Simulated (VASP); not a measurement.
# I (C2/m) in VASP: further runs

Runs on I. Level: r2SCAN. Tasks: single point.

Everything below comes from runs of VASP 6.6.1. Logs are shortened: lines on timing, memory, paths and dates and some standing lists are left out, and cuts for length are marked.

## (1) The crystal as given

It takes space group C2/m (No. 12, monoclinic). The conventional cell has a = 5.077 Å, b = 7.413 Å, c = 2.880 Å, α = 90.00°, β = 124.24°, γ = 90.00°. I (site symmetry 2/m) is surrounded by 2 I at 2.88 Å.

## (2) Single point, r2SCAN

File INCAR:

```
PREC     = Accurate       # precision mode
ENCUT    = 460            # plane-wave cutoff, eV
EDIFF    = 0.01           # SCF threshold, eV
ISMEAR   = 0              # smearing method
SIGMA    = 0.05           # smearing width, eV
LREAL    = F              # projectors in reciprocal space
LASPH    = T              # aspherical terms in the spheres
NELM     = 100            # most SCF steps
ALGO     = Normal         # electronic algorithm
ISIF     = 2              # what is computed and relaxed
LWAVE    = F              # write WAVECAR
LCHARG   = F              # write CHGCAR
METAGGA  = R2SCAN         # meta-GGA
LMIXTAU  = T            
NBANDS   = 10             # bands
ADDGRID  = F
```

File KPOINTS:

```
Automatic mesh
0
Gamma
  5 5 8
```

File POSCAR:

```
I
1.0
    2.5383465792     -3.7066249365      0.0000000000
    2.5383465792      3.7066249365      0.0000000000
   -1.6208748370      0.0000000000      2.3810977968
I
1
Direct
    0.5000000000      0.5000000000      0.5000000000
```

Potentials or basis: VASP PAW PBE potentials, release 64 (I).

Started as:

```bash
$ cat potpaw_PBE.64/I/POTCAR > POTCAR
$ mpirun -np 1 vasp_std > vasp.out
```

OUTCAR:

```text
PREC = Accurate
   ENCUT = 460
   EDIFF = 0.01
   ISMEAR = 0
   LREAL = F
   LASPH = T
   NELM = 100
   ISIF = 2
   METAGGA = R2SCAN

 Found     63 irreducible k-points:

 Following reciprocal coordinates:
            Coordinates               Weight
  0.000000  0.000000  0.000000      1.000000
  0.200000 -0.000000 -0.000000      4.000000
  0.400000 -0.000000  0.000000      4.000000
  0.200000  0.200000 -0.000000      2.000000
  0.400000  0.200000 -0.000000      4.000000
 -0.400000  0.200000 -0.000000      4.000000
   k-points           NKPTS =     63   k-points in BZ     NKDIM =     63   number of bands    NBANDS=     10
   number of dos      NEDOS =    301   number of ions     NIONS =      1
   total plane-waves  NPLWV =  20480
   dimension x,y,z NGX =    32 NGY =   32 NGZ =   20
   dimension x,y,z NGXF=    64 NGYF=   64 NGZF=   40
   ions per type =               1
   NGX,Y,Z   is equivalent  to a cutoff of  11.84, 11.84, 11.54 a.u.
   NGXF,Y,Z  is equivalent  to a cutoff of  23.68, 23.68, 23.09 a.u.
 SYSTEM =  unknown system
   PREC   = accura    normal or accurate (medium, high low for compatibility)
   ISTART =      0    job   : 0-new  1-cont  2-samecut
   ICHARG =      2    charge: 1-file 2-atom 10-const
   ISPIN  =      1    spin polarized calculation?
   LNONCOLLINEAR =      F non collinear calculations
   LSORBIT =      F    spin-orbit coupling
   LASPH  =      T    aspherical Exc in radial PAW
   ENCUT  =  460.0 eV  33.81 Ry    5.81 a.u.   7.86  7.86  5.04*2*pi/ulx,y,z
   NELM   =    100;   NELMIN=  2; NELMDL= -5     # of ELM steps
   EDIFF  = 0.1E-01   stopping-criterion for ELM
   LREAL  =      F    real-space projection
   EDIFFG = 0.1E+00   stopping-criterion for IOM
   NSW    =      0    number of steps for IOM
   IBRION =     -1    ionic relax: 0-MD 1-quasi-New 2-CG
[... 14 lines left out ...]
     AMIX     =   0.40;   BMIX     =  1.00
     AMIX_MAG =   1.60;   BMIX_MAG =  1.00
  volume/ion in A,a.u.               =      44.81       302.37
  Fermi-wavevector in a.u.,A,eV,Ry     =   0.881716  1.666201 10.577477  0.777423
  Thomas-Fermi vector in A             =   2.002249
   LORBIT       =      0    0 simple, 1 ext, 2 COOP (PROOUT), +10 PAW based schemes
   METAGGA = R2SCAN    functional components
[... 5 lines left out ...]
 non-spin polarized calculation
 Gauss-broadening in eV      SIGMA  =   0.05
  energy-cutoff  :      460.00
  volume of cell :       44.81
 maximum number of plane-waves:      1020
   NGX = 15   NGY = 15   NGZ = 11

 number of electron       7.0000001 magnetization

 Free energy of the ion-electron system (eV)
  ---------------------------------------------------
  ext. energy  EPLUGINS =         0.00000000
  ---------------------------------------------------
  free energy    TOTEN  =       -24.49043025 eV

  energy without entropy =      -24.48816627  energy(sigma->0) =      -24.48929826

 E-fermi :   1.6469     XC(G=0):  -8.1515

 val. band max:        1.6374221034   @ k =  -0.2000  -0.2000   0.3750
 cond. band min:       1.6600404180   @ k =  -0.2000   0.2000   0.5000
 fundamental gap:      0.0226183146
 Fermi energy:         1.6469180195

 k-point     1 :       0.0000    0.0000    0.0000
  band No.  band energies     occupation
      1     -12.1281      2.00000
      2       0.2499      2.00000
      3       0.2580      2.00000
      4       6.2763      0.00000
      5       6.7368      0.00000
      6      10.2295      0.00000
      7      10.5547      0.00000
      8      13.1644      0.00000
      9      13.4343      0.00000
     10      18.7423      0.00000

 k-point     2 :       0.2000   -0.0000   -0.0000
  band No.  band energies     occupation
      1     -12.0286      2.00000
      2      -0.6133      2.00000
      3       0.0668      2.00000
      4       6.2822      0.00000
      5       7.8321      0.00000
      6       9.6132      0.00000
      7      11.3226      0.00000
      8      13.4345      0.00000
      9      15.8022      0.00000
     10      18.9959      0.00000

 k-point     3 :       0.4000   -0.0000    0.0000
  band No.  band energies     occupation
      1     -11.8569      2.00000
      2      -1.6857      2.00000
      3      -0.2031      2.00000
      4       6.2922      0.00000
      5       7.5320      0.00000
      6      11.9939      0.00000
      7      13.4085      0.00000
      8      13.9844      0.00000
      9      17.9864      0.00000
     10      18.6221      0.00000

 k-point     4 :       0.2000    0.2000   -0.0000
  band No.  band energies     occupation
      1     -11.8879      2.00000
      2      -1.3906      2.00000
      3      -0.3531      2.00000
      4       6.3154      0.00000
      5       8.9724      0.00000
      6       9.3139      0.00000
      7      13.2782      0.00000
      8      14.1759      0.00000
      9      18.0998      0.00000
     10      19.0411      0.00000

 k-point     5 :       0.4000    0.2000   -0.0000
  band No.  band energies     occupation
      1     -11.8071      2.00000
      2      -1.6455      2.00000
      3      -0.7620      2.00000
      4       6.2547      0.00000
      5       8.7283      0.00000
      6      11.5663      0.00000
      7      12.6952      0.00000
      8      14.9339      0.00000
      9      17.2408      0.00000
     10      18.9832      0.00000

 k-point     6 :      -0.4000    0.2000   -0.0000
  band No.  band energies     occupation
      1     -11.9043      2.00000
      2      -1.2562      2.00000
      3      -0.4260      2.00000
      4       6.1855      0.00000
      5       9.0870      0.00000
      6       9.3434      0.00000
      7      12.9150      0.00000
      8      14.0255      0.00000
      9      17.8534      0.00000
     10      18.7424      0.00000

 [... further k-points ...]
[... 5 lines left out ...]
  --------------------------------------------------------------------------------------
  -------------------------------------------------------------------------------------
  Total        0.1669170      0.1560035      0.7058049      0.0000000      0.0000000     -0.7337806
  in kB        5.9686247      5.5783811     25.2382063      0.0000000      0.0000000    -26.2385623
  external PRESSURE =      12.2617374 kB  Pullay stress =       0.0000000 kB

 VOLUME and BASIS-vectors are now :
 -----------------------------------------------------------------------------
  energy-cutoff  :      460.00
  volume of cell :       44.81
      direct lattice vectors                 reciprocal lattice vectors
     2.538346579 -3.706624936  0.000000000     0.196978618 -0.134893605  0.134088438
     2.538346579  3.706624936  0.000000000     0.196978618  0.134893605  0.134088438
    -1.620874837  0.000000000  2.381097797     0.000000000  0.000000000  0.419974350

 POSITION                                       TOTAL-FORCE (eV/Angst)
 -----------------------------------------------------------------------------------
      1.72791      0.00000      1.19055         0.000000     -0.000000      0.000000
 -----------------------------------------------------------------------------------
    total drift:                               -0.000000     -0.000000     -0.000000

  FREE ENERGIE OF THE ION-ELECTRON SYSTEM (eV)
  ---------------------------------------------------
  free  energy   TOTEN  =       -24.4904302472 eV

  energy  without entropy=      -24.4881662742  energy(sigma->0) =      -24.48929826
```

Run time: 29 s. Hardware: 1 thread of Intel Xeon Platinum 8375C at 2.90GHz (Ice Lake), shared host; peak memory 0.17 GiB.

The run converged, but some of its settings lie outside the range that counts as converged, so its numbers aren't taken as properties of the crystal.

Results:

| Item | Value |
| --- | --- |
| Free energy | -24.4904 eV |
| Pressure | 1.2 GPa |
| Band gap on the k mesh | none (metal or under the smearing width) |

Caveat: the PAW data sets were made with another functional, which shifts forces and pressure a little; an odd number of electrons without spin polarisation forces a metal; a magnetic or distorted state may lie lower.

## (3) Single point, r2SCAN

INCAR: that of step 2 with these lines changed.

```diff
@@ -2,3 +2,3 @@
 ENCUT    = 460            # plane-wave cutoff, eV
-EDIFF    = 0.01           # SCF threshold, eV
+EDIFF    = 0.001          # SCF threshold, eV
 ISMEAR   = 0              # smearing method
```

KPOINTS is that of step 2.

POSCAR is that of step 2.

Potentials or basis: VASP PAW PBE potentials, release 64 (I).

Started as:

```bash
$ cat potpaw_PBE.64/I/POTCAR > POTCAR
$ mpirun -np 1 vasp_std > vasp.out
```

Wall time 45 s (1 thread of Intel Xeon Platinum 8375C at 2.90GHz (Ice Lake), shared host); peak memory 0.16 GiB.

These settings aren't checked as converged: the numbers below hold their error.

What came out:

* Free energy: -24.4918 eV
* Pressure: 0.7 GPa
* Band gap on the k mesh: none (metal or under the smearing width)

Caveat: the PAW data sets were made with another functional, which shifts forces and pressure a little; an odd number of electrons without spin polarisation forces a metal; a magnetic or distorted state may lie lower.

## (4) Single point, r2SCAN

INCAR: that of step 3 with these lines changed.

```diff
@@ -2,3 +2,3 @@
 ENCUT    = 460            # plane-wave cutoff, eV
-EDIFF    = 0.001          # SCF threshold, eV
+EDIFF    = 1E-4           # SCF threshold, eV
 ISMEAR   = 0              # smearing method
```

KPOINTS is that of step 3.

POSCAR is that of step 3.

Started as:

```bash
$ cat potpaw_PBE.64/I/POTCAR > POTCAR
$ mpirun -np 1 vasp_std > vasp.out
```

It took 56 s on 1 thread of Intel Xeon Platinum 8375C at 2.90GHz (Ice Lake), shared host; peak memory 0.17 GiB.

These settings aren't checked as converged: the numbers below hold their error.

What came out:

| Item | Value |
| --- | --- |
| Free energy | -24.4918 eV |
| Pressure | 0.9 GPa |
| Band gap on the k mesh | none (metal or under the smearing width) |

Caveat: the PAW data sets were made with another functional, which shifts forces and pressure a little; an odd number of electrons without spin polarisation forces a metal; a magnetic or distorted state may lie lower.

## (5) Single point, r2SCAN

INCAR: that of step 4 with these lines changed.

```diff
@@ -2,3 +2,3 @@
 ENCUT    = 460            # plane-wave cutoff, eV
-EDIFF    = 1E-4           # SCF threshold, eV
+EDIFF    = 1E-5           # SCF threshold, eV
 ISMEAR   = 0              # smearing method
```

KPOINTS is that of step 4.

POSCAR is that of step 4.

Started as:

```bash
$ cat potpaw_PBE.64/I/POTCAR > POTCAR
$ mpirun -np 1 vasp_std > vasp.out
```

Run time: 46 s. Hardware: 1 thread of Intel Xeon Platinum 8375C at 2.90GHz (Ice Lake), shared host; peak memory 0.17 GiB.

These settings aren't checked as converged: the numbers below hold their error.

What came out:

| Item | Value |
| --- | --- |
| Free energy | -24.4918 eV |
| Pressure | 1.0 GPa |
| Band gap on the k mesh | none (metal or under the smearing width) |

Caveat: the PAW data sets were made with another functional, which shifts forces and pressure a little; an odd number of electrons without spin polarisation forces a metal; a magnetic or distorted state may lie lower.

## (6) For comparison

An earlier run on the cell as given: functional PBE; potentials or basis VASP PAW PBE potentials, release 64 (I); cutoff 520 eV; k mesh 7 × 7 × 11; occupations fermi-dirac, width 0.05 eV; no spin polarisation.

* Pressure: 1.1 GPa
* Band gap on the k mesh: none (metal or under the smearing width)
